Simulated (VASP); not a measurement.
**LiH: band structure with PBE**

LiH:

```
Li H
1.0
     2.50699    0.00000    0.00000
     0.00000    2.50699    0.00000
     0.00000    0.00000    2.50699
Li H
1 1
Direct
  0.50000 0.50000 0.50000
  0.00000 0.00000 0.00000
```

The cell was built by a generator and needn't be a form met in nature.

```
Program                : VASP 6.6.1
Task                   : band structure
Functional             : PBE
Potentials or basis    : VASP PAW PBE potentials, release 64 (Li_sv_GW, H_GW)
Cutoff                 : 900 eV
k mesh                 : 11 × 11 × 11
Occupations            : fermi-dirac, width 0.05 eV
Spin                   : no spin polarisation
Further INCAR settings : ALGO = Normal; EDIFF = 1e-06; NBANDS = 9
```

- Pressure: -0.1 GPa
- Band gap along the path: 0.71 eV, indirect (least direct gap 4.21 eV)

Levels at the corners of the path, in eV from the valence-band top:
```csv
point,band 1,band 2,band 3,band 4,band 5,band 6,band 7
Γ,-48.08,-8.80,11.93,11.93,11.93,12.49,15.08
X,-48.03,-6.55,0.71,11.38,16.18,16.18,19.77
X,-48.03,-6.55,0.71,11.38,16.18,16.18,19.77
M,-47.98,-2.66,1.56,1.56,9.06,19.37,20.75
M,-47.98,-2.66,1.56,1.56,9.06,19.37,20.75
Γ,-48.08,-8.80,11.93,11.93,11.93,12.49,15.08
Γ,-48.08,-8.80,11.93,11.93,11.93,12.49,15.08
R,-47.94,0.00,6.41,6.41,6.41,8.76,8.76
R,-47.94,0.00,6.41,6.41,6.41,8.76,8.76
X,-48.03,-6.55,0.71,11.38,16.18,16.18,19.77
M,-47.98,-2.66,1.56,1.56,9.06,19.37,20.75
R,-47.94,0.00,6.41,6.41,6.41,8.76,8.76
```

It took 35 s on 1 thread of AMD EPYC 7R13 Processor (Zen 3), on a shared host, peak memory 0.15 GiB.
